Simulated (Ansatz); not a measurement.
KI, DFT, PBEsol, all-electron LAPW, scalar-relativistic (Ansatz 0.2.0), run on 1 thread of Arm Neoverse V1 on a shared host.

The cell is COD entry 9009735, as deposited and not checked against the literature; nothing was relaxed. The listed cell was then made from it by scaling, straining or moving an atom.

Command: `ansatz run input.yaml --threads 1 --pin off --max-ram 3072MiB --backend cpu --events-out ev --progress --plain --runs-dir out`

```yaml
crystal:
  lattice:
    - [0.0, 3.5008945893, 3.5008945893]
    - [3.5008945893, 0.0, 3.5008945893]
    - [3.5008945893, 3.5008945893, 0.0]
  atoms:
    - { symbol: K, position: [0.0, 0.0, 0.0] }
    - { symbol: I, position: [0.5, 0.5, 0.5] }
kpoints:
  mp_grid: { grid: [8, 8, 8] }
  band_path:
    path:
      - [0.0, 0.0, 0.0]
      - [0.5, 0.0, 0.5]
      - [0.625, 0.25, 0.625]
      - [0.375, 0.375, 0.75]
      - [0.0, 0.0, 0.0]
      - [0.5, 0.5, 0.5]
      - [0.5, 0.25, 0.75]
      - [0.5, 0.0, 0.5]
    npoints: 5
scf:
  occupations: { method: fermi_dirac, width: 0.01 }
hamiltonian:
  xc: pbesol
  pseudopotentials: { kind: all_electron, lapw: { basis_error: 0.001 } }
output:
  forces: true
  stress: true
  eigenvalues: true
```

Task: How large is the problem that the program sets up?

Result: 29 irreducible k-points, 259 plane waves at Γ, 21 bands.

Task: About how long does it take, and how much memory does it use?

Result: 7.6 s of wall time for 7 SCF iterations, with a peak of 0.26 GiB. Times on shared machines scatter by tens of per cent.
